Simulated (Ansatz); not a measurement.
Space group Fmm2 (No. 42). a = 2.508 Å, b = 6.679 Å, c = 4.338 Å, α = 90.00°, β = 90.00°, γ = 90.00°
| atom | site | symmetry | x | y | z |
| --- | --- | --- | --- | --- | --- |
| B | 4a | mm2 | 0.5000 | 0.0000 | 0.5001 |
| N | 4a | mm2 | 0.5000 | 0.0000 | 0.1666 |

Equation of state of this BN structure (not necessarily the ground state), with shape and atoms relaxed at each volume where symmetry leaves them free. The calculation used Ansatz 0.2.0, DFT PBE+D3(BJ), scalar-relativistic, plane waves, PAW.

Cutoff 420 eV; k points 12×12×12 on the computed 2-atom cell (Γ-centred); Gaussian smearing, width 0.02 eV; no spin polarisation.

| V (Å³/atom) | E − E(largest V) (meV/atom) | P (GPa) | gap on mesh (eV) |
| --- | --- | --- | --- |
| 7.992 | 12.63 | 6.59 | 2.86 |
| 8.264 | 3.61 | 4.14 | 3.11 |
| 8.536 | -1.79 | 2.30 | 3.31 |
| 8.809 | -4.47 | 0.94 | 3.50 |
| 9.081 | -5.20 | -0.01 | 3.66 |
| 9.354 | -4.55 | -0.70 | 3.77 |
| 9.626 | -2.98 | -1.13 | 3.88 |
| 9.989 | 0.00 | -1.47 | 4.00 |

Question: Fit a third-order Birch–Murnaghan equation to E(V).

Answer: V0 = 9.07 Å³/atom, B0 = 27 GPa, B0' = 11.2. B0' is unusual or poorly fixed by this range.

This form isn't the usual stable structure of the compound.